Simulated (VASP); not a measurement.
# BN (Qingsongite) (F-43m) in VASP: further runs, part 2 of 3

VASP 6.6.1. The steps go on from the part before.

### 3 Single point, PBE

This run uses another cell than the first one, of 5.95 Å³/atom, 0.995 times its volume.

Contents of INCAR:

```
SYSTEM = BN
ALGO = Normal ; EDIFF = 1E-6
ENCUT = 600 ; GGA = PE
GGA_COMPAT = .False. ; ISIF = 2
ISMEAR = 1 ; LASPH = .True.
LCHARG = .True. ; LELF = .True.
LREAL = .False. ; LVHAR = .True.
LWAVE = .False. ; NBANDS = 11
NELM = 120 ; PREC = Accurate
SIGMA = 0.05
```

Contents of KPOINTS:

```
k-points
0
Gamma
  10 10 10
  0 0 0
```

Contents of POSCAR:

```
BN
1.0
    0.0000000000      1.8123497580      1.8123497580
    1.8123497580      0.0000000000      1.8123497580
    1.8123497580      1.8123497580      0.0000000000
B N
1 1
Direct
    0.0000000000      0.0000000000      0.0000000000
    0.2500000000      0.2500000000      0.2500000000
```

Potentials or basis: VASP PAW PBE potentials, release 64 (B, N).

The run is started by

```bash
> cat potpaw_PBE.64/B/POTCAR potpaw_PBE.64/N/POTCAR > POTCAR
> mpirun -np 1 vasp_std > vasp.out
```

Wall time 5.7 s (1 thread of Intel Xeon 6975P-C (Granite Rapids), shared host); peak memory 0.12 GiB.

Results (log left out):

```yaml
Free_energy: -17.4546 eV
Pressure: 0.0 GPa
Band_gap_on_the_k_mesh: 4.45 eV, indirect (least direct gap 8.78 eV)
```

Levels at points of the mesh, in eV from the valence-band top:
| k point | band 1 | band 2 | band 3 | band 4 | band 5 | band 6 | band 7 | band 8 |
| --- | --- | --- | --- | --- | --- | --- | --- | --- |
| (0.00, 0.00, 0.00) | -20.14 | 0.00 | 0.00 | 0.00 | 8.78 | 8.78 | 8.78 | 10.22 |
| (0.50, 0.00, 0.00) | -15.96 | -10.62 | -1.92 | -1.92 | 10.04 | 10.66 | 10.66 | 15.17 |
| (0.50, 0.50, 0.00) | -14.61 | -8.86 | -4.86 | -4.86 | 4.45 | 9.19 | 17.80 | 17.80 |

### 4 Single point, PBE

This run uses another cell than the first one, of 5.92 Å³/atom, 0.989 times its volume.

Contents of INCAR:

```
SYSTEM = BN
PREC     = Accurate       ! precision mode
ENCUT    = 600            ! plane-wave cutoff, eV
EDIFF    = 1E-6           ! SCF threshold, eV
ISMEAR   = 1              ! smearing method
SIGMA    = 0.05           ! smearing width, eV
LREAL    = .False.        ! projectors in reciprocal space
LASPH    = .True.         ! aspherical terms in the spheres
NELM     = 120            ! most SCF steps
ALGO     = Normal         ! electronic algorithm
ISIF     = 2              ! what is computed and relaxed
LWAVE    = .False.        ! write WAVECAR
LCHARG   = .False.        ! write CHGCAR
GGA      = PE             ! functional
NBANDS   = 11             ! bands
GGA_COMPAT= .False.
```

Contents of KPOINTS:

```
Automatic mesh
0
Gamma
  10 10 10
  0 0 0
```

Contents of POSCAR:

```
BN
1.0
    0.0000000000      1.8090757344      1.8090757344
    1.8090757344      0.0000000000      1.8090757344
    1.8090757344      1.8090757344      0.0000000000
B N
1 1
Direct
    0.0000000000      0.0000000000      0.0000000000
    0.2500000000      0.2500000000      0.2500000000
```

Potentials or basis: VASP PAW PBE potentials, release 64 (B, N).

The run is started by

```bash
> cat potpaw_PBE.64/B/POTCAR potpaw_PBE.64/N/POTCAR > POTCAR
> mpirun -np 1 vasp_std > vasp.out
```

OUTCAR:

```text
SYSTEM = BN
   PREC = Accurate
   ENCUT = 600
   EDIFF = 1E-6
   ISMEAR = 1
   LREAL = .False.
   LASPH = .True.
   NELM = 120
   ISIF = 2
   GGA = PE

 ion  position               nearest neighbor table
   1  0.000  0.000  0.000-   2 1.57   2 1.57   2 1.57   2 1.57
   2  0.250  0.250  0.250-   1 1.57   1 1.57   1 1.57   1 1.57

  LATTYP: Found a face centered cubic cell.
 ALAT       =     3.6181514688

  Lattice vectors:

 A1 = (   0.0000000000,   1.8090757344,   1.8090757344)
 A2 = (   1.8090757344,   0.0000000000,   1.8090757344)
 A3 = (   1.8090757344,   1.8090757344,   0.0000000000)

Analysis of symmetry for initial positions (statically):
=====================================================================
 Subroutine PRICEL returns:
 Original cell was already a primitive cell.

 Routine SETGRP: Setting up the symmetry group for a
 face centered cubic supercell.

 Subroutine GETGRP returns: Found 24 space group operations
 (whereof 24 operations were pure point group operations)
 out of a pool of 48 trial point group operations.

The static configuration has the point symmetry T_d .

Analysis of symmetry for dynamics (positions and initial velocities):
=====================================================================
 Subroutine PRICEL returns:
 Original cell was already a primitive cell.

 Routine SETGRP: Setting up the symmetry group for a
 face centered cubic supercell.

 Subroutine GETGRP returns: Found 24 space group operations
 (whereof 24 operations were pure point group operations)
 out of a pool of 48 trial point group operations.

The dynamic configuration has the point symmetry T_d .

 Subroutine INISYM returns: Found 24 space group operations
 (whereof 24 operations are pure point group operations),
 and found     1 'primitive' translations

----------------------------------------------------------------------------------------

                                     Primitive cell

  volume of cell :      11.8413

  direct lattice vectors                    reciprocal lattice vectors
     0.000000000  1.809075734  1.809075734    -0.276384228  0.276384228  0.276384228
     1.809075734  0.000000000  1.809075734     0.276384228 -0.276384228  0.276384228
     1.809075734  1.809075734  0.000000000     0.276384228  0.276384228 -0.276384228

  length of vectors
     2.558419439  2.558419439  2.558419439     0.478711525  0.478711525  0.478711525

  position of ions in fractional coordinates (direct lattice)
     0.000000000  0.000000000  0.000000000
     0.250000000  0.250000000  0.250000000

  ion indices of the primitive-cell ions
   primitive index   ion index
                 1           1
                 2           2

----------------------------------------------------------------------------------------

 KPOINTS: Automatic mesh

Automatic generation of k-mesh.
 Grid dimensions read from file:
 generate k-points for:   10   10   10

 Generating k-lattice:

  Cartesian coordinates                     Fractional coordinates (reciprocal lattice)
    -0.027638423  0.027638423  0.027638423     0.100000000  0.000000000  0.000000000
     0.027638423 -0.027638423  0.027638423     0.000000000  0.100000000  0.000000000
     0.027638423  0.027638423 -0.027638423     0.000000000  0.000000000  0.100000000

  Length of vectors
     0.047871153  0.047871153  0.047871153

  Shift w.r.t. Gamma in fractional coordinates (k-lattice)
     0.000000000  0.000000000  0.000000000

 Subroutine IBZKPT returns following result:
 ===========================================

 Found     47 irreducible k-points:

 Following reciprocal coordinates:
            Coordinates               Weight
  0.000000  0.000000  0.000000      1.000000
  0.100000  0.000000  0.000000      8.000000
  0.200000  0.000000  0.000000      8.000000
  0.300000  0.000000  0.000000      8.000000
  0.400000  0.000000  0.000000      8.000000
  0.500000  0.000000  0.000000      4.000000
[... 16 lines left out ...]
  0.300000  0.300000  0.000000      6.000000
  0.400000  0.300000  0.000000     24.000000
 [... further k-points ...]
   k-points           NKPTS =     47   k-points in BZ     NKDIM =     47   number of bands    NBANDS=     11
   number of dos      NEDOS =    301   number of ions     NIONS =      2
   total plane-waves  NPLWV =   8000
   dimension x,y,z NGX =    20 NGY =   20 NGZ =   20
   dimension x,y,z NGXF=    40 NGYF=   40 NGZF=   40
   ions per type =               1   1
   NGX,Y,Z   is equivalent  to a cutoff of  13.00, 13.00, 13.00 a.u.
   NGXF,Y,Z  is equivalent  to a cutoff of  25.99, 25.99, 25.99 a.u.
 SYSTEM =  BN
   PREC   = accura    normal or accurate (medium, high low for compatibility)
   ISTART =      0    job   : 0-new  1-cont  2-samecut
   ICHARG =      2    charge: 1-file 2-atom 10-const
   ISPIN  =      1    spin polarized calculation?
   LNONCOLLINEAR =      F non collinear calculations
   LSORBIT =      F    spin-orbit coupling
   LASPH  =      T    aspherical Exc in radial PAW
   ENCUT  =  600.0 eV  44.10 Ry    6.64 a.u.   5.11  5.11  5.11*2*pi/ulx,y,z
   NELM   =    120;   NELMIN=  2; NELMDL= -5     # of ELM steps
   EDIFF  = 0.1E-05   stopping-criterion for ELM
   LREAL  =      F    real-space projection
   EDIFFG = 0.1E-04   stopping-criterion for IOM
   NSW    =      0    number of steps for IOM
   IBRION =     -1    ionic relax: 0-MD 1-quasi-New 2-CG
   NFREE  =      0    steps in history (QN), initial steepest desc. (CG)
   ISIF   =      2    stress and relaxation
   ISYM   =      2    0-nonsym 1-usesym 2-fastsym
   POTIM  = 0.5000    time-step for ionic-motion
   TEBEG  =    0.0;   TEEND  =   0.0 temperature during run
   PSTRESS=    0.0 pullay stress
   NELECT =       8.0000    total number of electrons
   NUPDOWN=      -1.0000    fix difference up-down
   EMIN   =  10.00;   EMAX   =-10.00  energy-range for DOS
   EFERMI =   0.00;   METHOD = LEGACY
   ISMEAR =     1;   SIGMA  =   0.05  broadening in eV -4-tet -1-fermi 0-gaus
   EFERMI_NEDOS =   21; number of points for ismear=-14 and -15
   IALGO  =     38    algorithm
   IMIX   =      4    mixing-type and parameters
     AMIX     =   0.40;   BMIX     =  1.00
     AMIX_MAG =   1.60;   BMIX_MAG =  1.00
  volume/ion in A,a.u.               =       5.92        39.95
  Fermi-wavevector in a.u.,A,eV,Ry     =   1.436497  2.714586 28.075946  2.063524
  Thomas-Fermi vector in A             =   2.555679
   LORBIT       =      0    0 simple, 1 ext, 2 COOP (PROOUT), +10 PAW based schemes
   GGA     = PE    functional components
   LHFCALC =     F    Hartree Fock is set to
   AEXX    =    0.0000 exact exchange contribution
   IVDW    =     0    specifies the selected vdW correction
   LEPSILON=     F    determine dielectric tensor
   LRPA    =     F    only Hartree local field effects (RPA)
 non-spin polarized calculation
 Methfessel and Paxton  Order N= 1 SIGMA  =   0.05
  energy-cutoff  :      600.00
  volume of cell :       11.84
 maximum number of plane-waves:       411
   NGX = 11   NGY = 11   NGZ = 11

 number of electron       7.9999999 magnetization

 Free energy of the ion-electron system (eV)
  ---------------------------------------------------
  ext. energy  EPLUGINS =         0.00000000
  ---------------------------------------------------
  free energy    TOTEN  =       -17.45401342 eV

  energy without entropy =      -17.45402212  energy(sigma->0) =      -17.45401632

 E-fermi :   7.4125     XC(G=0): -12.8093

 val. band max:        7.3703617757   @ k =   0.0000   0.0000   0.0000
 cond. band min:      11.8270792714   @ k =   0.5000   0.5000   0.0000
 fundamental gap:      4.4567174957
 Fermi energy:         7.4124554197

 k-point     1 :       0.0000    0.0000    0.0000
  band No.  band energies     occupation
      1     -12.8307      2.00000
      2       7.3704      2.00000
      3       7.3704      2.00000
      4       7.3704      2.00000
      5      16.1777      0.00000
      6      16.1777      0.00000
      7      16.1777      0.00000
      8      17.6779      0.00000
      9      32.0737      0.00000
     10      35.1049      0.00000
     11      35.1049      0.00000
[... 309 lines left out ...]
 k-point    24 :       0.4000    0.3000    0.0000
  band No.  band energies     occupation
      1      -9.0666      2.00000
      2       0.6040      2.00000
      3       2.8703      2.00000
      4       3.3088      2.00000
      5      13.4624      0.00000
      6      17.9908      0.00000
      7      22.8147      0.00000
      8      22.9142      0.00000
      9      27.0376      0.00000
     10      34.4005      0.00000
     11      39.1178      0.00000

 [... further k-points ...]
[... 5 lines left out ...]
  --------------------------------------------------------------------------------------
  -------------------------------------------------------------------------------------
  Total        0.1489610      0.1489610      0.1489610      0.0000000      0.0000000     -0.0000000
  in kB       20.1550057     20.1550057     20.1550057      0.0000000      0.0000000     -0.0000000
  external PRESSURE =      20.1550057 kB  Pullay stress =       0.0000000 kB

 VOLUME and BASIS-vectors are now :
 -----------------------------------------------------------------------------
  energy-cutoff  :      600.00
  volume of cell :       11.84
      direct lattice vectors                 reciprocal lattice vectors
     0.000000000  1.809075734  1.809075734    -0.276384228  0.276384228  0.276384228
     1.809075734  0.000000000  1.809075734     0.276384228 -0.276384228  0.276384228
     1.809075734  1.809075734  0.000000000     0.276384228  0.276384228 -0.276384228

 POSITION                                       TOTAL-FORCE (eV/Angst)
 -----------------------------------------------------------------------------------
      0.00000      0.00000      0.00000        -0.000000     -0.000000     -0.000000
      0.90454      0.90454      0.90454         0.000000      0.000000      0.000000
 -----------------------------------------------------------------------------------
    total drift:                                0.000000      0.000000      0.000000

  FREE ENERGIE OF THE ION-ELECTRON SYSTEM (eV)
  ---------------------------------------------------
  free  energy   TOTEN  =       -17.4540134219 eV

  energy  without entropy=      -17.4540221187  energy(sigma->0) =      -17.45401632
```

It took 5.4 s on 1 thread of Intel Xeon 6975P-C (Granite Rapids), shared host; peak memory 0.12 GiB.

What came out:

- Free energy: -17.4540 eV
- Pressure: 2.0 GPa
- Band gap on the k mesh: 4.46 eV, indirect (least direct gap 8.81 eV)

Levels at points of the mesh, in eV from the valence-band top:
```csv
k point,band 1,band 2,band 3,band 4,band 5,band 6,band 7,band 8,band 9
"(0.00, 0.00, 0.00)",-20.20,0.00,0.00,0.00,8.81,8.81,8.81,10.31,24.70
"(0.50, 0.00, 0.00)",-16.00,-10.67,-1.94,-1.94,10.11,10.69,10.69,15.23,23.42
"(0.50, 0.50, 0.00)",-14.63,-8.90,-4.89,-4.89,4.46,9.22,17.88,17.88,20.74
```

[end of part 2 of 3]
